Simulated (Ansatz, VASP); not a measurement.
**One calculation of Zr, two programs**

```
Zr
1.0
     3.22726    0.00000    0.00000
    -1.61363    2.79489    0.00000
     0.00000    0.00000    5.15565
Zr
2
Direct
  0.33333 0.66667 0.25000
  0.66667 0.33333 0.75000
```

Alike in both runs: functional r2SCAN; dispersion rVV10; k mesh 9 × 9 × 5; occupations methfessel-paxton of order 1, width 0.1 eV; no spin polarisation.

Ansatz relaxed the structure, and its values are those at the end. VASP's run is a single point on that final structure, the one shown.

```csv
,VASP,Ansatz
version,VASP 6.6.1,Ansatz 0.2.0
potentials or method,"VASP PAW PBE potentials, release 64 (Zr_sv)","plane waves, PAW"
plane-wave cutoff (eV),520,500
valence electrons in the cell,24,24
```

```csv
,VASP,Ansatz,Ansatz less VASP
pressure (GPa),0.1,0.0,-0.15
```

Caveats: the PAW data sets were made with another functional, which shifts forces and pressure a little (VASP).
